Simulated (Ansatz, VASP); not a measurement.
**CdF2: VASP beside Ansatz**

```xyz
3
Lattice="0.0000 2.6940 2.6940 2.6940 0.0000 2.6940 2.6940 2.6940 0.0000" Properties=species:S:1:pos:R:3 pbc="T T T"
Cd    0.0000    0.0000    0.0000
F     4.0410    4.0410    4.0410
F     1.3470    1.3470    1.3470
```

Alike in both runs: functional PBEsol; k mesh 7 × 7 × 7; occupations fermi-dirac, width 0.05 eV; no spin polarisation.

|  | VASP | Ansatz |
| --- | --- | --- |
| version | VASP 6.6.1 | Ansatz 0.2.0 |
| potentials or method | VASP PAW PBE potentials, release 64 (Cd, F), cutoff 520 eV | all-electron LAPW, scalar-relativistic |
| task | single point | band structure |

Ansatz gave:

| Quantity | Value |
| --- | --- |
| gap on the k mesh at the Fermi level (eV) | 2.99 |
| least direct gap on the mesh (eV) | 3.42 |
| pressure (GPa) | -0.2 |

Q: What did VASP give for the same quantities?

A: gap on the k mesh at the Fermi level (eV): 2.96; least direct gap on the mesh (eV): 3.39; pressure (GPa): 0.5.

Ansatz ran all-electron here, so the differences hold the error of VASP's frozen core and of both bases.

Caveats: the PAW data sets were made with another functional, which shifts forces and pressure a little (VASP); an odd mesh through Γ misses points on the zone boundary, where band edges often lie (VASP). Expect the measured gap to be larger: semilocal functionals such as PBEsol lack the derivative discontinuity.
